Ga2N2 is held here at one fixed geometry while exact exchange gradually replaces the exchange of the PBE functional. The HOMO is the highest filled orbital level, the LUMO the lowest empty one. As no atom moves, every change down the table is electronic.

Ansatz 0.2.0, restricted Kohn–Sham calculations in the def2-TZVP basis for an isolated, neutral singlet Ga2N2 molecule, fixed at its PBE-D4/def2-SVP geometry. The functional is PBE with the listed percentage of its exchange replaced by exact exchange and its correlation left unchanged.

| exact exchange (%) | homo (eV) | lumo (eV) | homo lumo gap (eV) |
| --- | --- | --- | --- |
| 0 | -3.870 | -3.304 | 0.566 |
| 5 | -4.014 | -3.129 | 0.885 |
| 10 | -4.159 | -2.959 | 1.200 |
| 15 | -4.304 | -2.792 | 1.512 |
| 25 | -4.598 | -2.470 | 2.127 |
| 35 | -4.895 | -2.161 | 2.734 |
| 50 | -5.347 | -1.713 | 3.633 |

### 1. From 0 to 15 %: which of the two levels opens the gap?

Both do, in nearly equal parts. Over these four rows the HOMO falls by 0.43 eV and the LUMO rises by 0.51 eV. The near balance lasts to the bottom of the table, so the midpoint between the levels stays within 0.06 eV while the gap grows more than sixfold. The share of exact exchange thus sets how far apart the levels lie and hardly touches where the pair is centred.

### 2. Why do they move in opposite directions?

Consider the two limits. In pure PBE, filled and empty orbitals feel the same potential. It contains the repulsion from the whole electron cloud, and for a filled orbital that includes repulsion from its own density, which PBE exchange cancels only in part. With full exact exchange, each filled orbital is freed of this self-repulsion and sinks. An empty orbital has no self-repulsion to lose; it gives up the attractive PBE exchange potential, gets less exact exchange in return, and rises.

The hydrogen atom shows the first half of this in its simplest form. PBE puts its only filled level at very roughly −8 eV instead of −14 eV, because the electron partly repels itself, and exact exchange removes the error. The comparison carries over to Ga2N2 for the direction of the HOMO's shift, but not for its size, since the orbitals differ in extent.

### 3. Can that explanation be tested within the same molecule?

Self-repulsion is strongest in a compact orbital, so compact filled levels should fall fastest. Deeper levels from the same calculations bear this out. Between 0 and 10 % exact exchange, a nitrogen 1s level falls by 445 meV per percentage point, a gallium 3d level by 136 meV and the spread-out HOMO by only 29 meV. The second empty level, which has no self-repulsion, rises by 36 meV per point, much like the LUMO. This ordering does not isolate the cause, but it is the one that self-repulsion predicts.

The size is also reasonable. At the rate of the first 10 %, a full replacement of PBE exchange would open the gap by about 6 eV. Two unit charges 3 Å apart, roughly the width of this molecule, repel each other by about 5 eV. The agreement is one of order of magnitude only.

### 4. From 0 to 25 %: can two rows predict the others?

Suppose the orbitals kept their shape as the share changed. The energy $\varepsilon_i$ of orbital $i$ would then depend on the share $a$ of exact exchange as

$$\varepsilon_i(a)=\varepsilon_i(0)+a\,\langle i|\hat K-v_x|i\rangle ,$$

where $\hat K$ is the exact exchange operator, with its negative sign included, and $v_x$ the PBE exchange potential. The bracket would be a constant, so each level, and with them the gap, would follow a straight line.

Two rows fix that line. Those at 0 and 25 % give a slope of $(2.127-0.566)/25=0.0624$ eV per percentage point. For 50 %, a row not used to draw the line, the prediction is $0.566+50\times0.0624=3.69$ eV. The calculation gives 3.633 eV, so the line is about 1.5 % too high.

Between its two anchor rows the line errs by at most 0.01 eV. For the gap at this geometry, the rows at 0 and 25 % could therefore have stood in for those between them.

### 5. From 25 to 50 %: why does the line overshoot?

The overshoot comes from the LUMO. Its rise slows from 35 meV per percentage point at the top of the table to 30 meV at the bottom. The fall of the HOMO quickens slightly, from 29 to 30 meV, which offsets part of the effect. The gap therefore still widens at every step, but a little less for each added point.

With frozen orbitals the formula above is exactly straight, so the bend must come from orbitals that change as exact exchange is added. That the LUMO bends more suggests that its energy is the more sensitive to this change. Which orbitals change, and how, is not tested here.

### 6. Which digits of the gap can be trusted?

As a record of how the gap responds to the share, the second decimal is sound and the third is good enough to reveal the gentle bend. As a property of the molecule, even the first digit depends on the share chosen. Five points more or less move the gap by about 0.3 eV, far more than any rounding.

The gap also needs the right name. It is a difference of orbital levels, not the energy of the first optical absorption, in which the excited electron and the hole it leaves attract each other. It belongs, moreover, to a closed-shell singlet. With a PBE gap of only 0.57 eV, a triplet could lie lower in energy. The geometry, too, was optimised with PBE in a smaller basis. At 25 % exact exchange one nitrogen atom still feels a force of about 2.3 eV/Å, so letting the atoms relax would change the gap as well.

### 7. How could one choose the right row?

A sound choice needs a condition from outside the table. For the exact functional, the HOMO energy equals minus the ionisation energy. Koopmans tuning therefore looks for the share at which minus the HOMO energy matches the energy needed to remove an electron, calculated with the same functional as the difference between cation and molecule. That share need not be in the table, since small molecules often call for more than 50 %.

The table shows how sharply such a condition would act. The HOMO falls by 1.477 eV over 50 points, or about 0.03 eV per point. If the target energy were fixed, an error of 0.1 eV in it would shift the chosen share by $0.1/0.03\approx3$ points, and with it the gap by about 0.2 eV. The target itself varies somewhat with the share, so this is only a guide.

### 8. What would change with another element, or in a solid?

The quantity to ask about is the size of the frontier orbitals. By the argument of questions 2 and 3, an element that makes the HOMO more compact should make it fall faster. If the LUMO rises about as before, the gap should then open more steeply. An element that leaves the orbitals about as large should leave the slope much the same.

The step to solid gallium nitride, a semiconductor used in power and radio-frequency transistors, is much larger. In this molecule the two nitrogen atoms are only 1.17 Å apart, close to the bond length of free N2, whereas in the solid each nitrogen is bonded to gallium alone. What carries over is the direction: exact exchange widens the gap there too. The gap values themselves say nothing about a device.
